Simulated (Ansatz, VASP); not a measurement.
# Ni: VASP beside Ansatz

```xyz
1
Lattice="2.1935 0.0000 0.0000 0.0000 2.1935 0.0000 0.0000 0.0000 2.1935" Properties=species:S:1:pos:R:3 pbc="T T T"
Ni    0.0000    0.0000    0.0000
```

Alike in both runs: functional PBEsol; k mesh 18 × 18 × 18; occupations fermi-dirac, width 0.05 eV; collinear spin.

Ansatz relaxed the structure, and its values are those at the end. VASP's run is a single point on that final structure, the one shown.

|  | VASP | Ansatz |
| --- | --- | --- |
| version | VASP 6.6.1 | Ansatz 0.2.0 |
| potentials or method | VASP PAW PBE potentials, release 64 (Ni), cutoff 520 eV | all-electron LAPW, scalar-relativistic |

VASP gave:

```
net moment per atom (μB)                                      : 0.40
size of the moment on the site where the two differ most (μB) : 0.40
```

**Question.** What did Ansatz give for the same quantities?

**Answer.** net moment per atom (μB): 0.41; size of the moment on the site where the two differ most (μB): 0.41.

Site moments also hang on the region over which each program counts them. Ansatz ran all-electron here, so the differences hold the error of VASP's frozen core and of both bases.
